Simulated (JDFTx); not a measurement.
Crystal: Rb.

```xyz
1
Lattice="-2.9545 2.9545 2.7308 2.9545 -2.9545 2.7308 2.9545 2.9545 -2.7308" Properties=species:S:1:pos:R:3 pbc="T T T"
Rb    0.0000    0.0000    0.0000
```

This isn't the form of Rb at room conditions, which is bcc.

```yaml
Program: JDFTx 1.7.0 (patched build)
Task: single point
Functional: PBE
Potentials_or_basis: PseudoDojo-SR-PBE-0.5-standard
Cutoff: 626 eV
Density_cutoff: 2503 eV
k_mesh: 7 × 7 × 7
Occupations: fermi-dirac, width 0.05 eV
Spin: no spin polarisation
```

On this cell: pressure -0.1 GPa; band gap on the k mesh none (metal or under the smearing width).

The same run follows on a disturbed copy (cell strained at random at fixed volume):

```
Rb
1.0
    -2.90185    2.86931    2.77651
     2.95454   -2.89322    2.85939
     2.90989    2.90126   -2.80238
Rb
1
Direct
  0.99437 0.00257 0.99618
```

Problem. What changes?

Solution. The energy (extrapolated to zero smearing) moves by +1.5 meV/atom; pressure -0.1 GPa; band gap on the k mesh none (metal or under the smearing width).

Caveats: the empty levels aren't tightly converged.
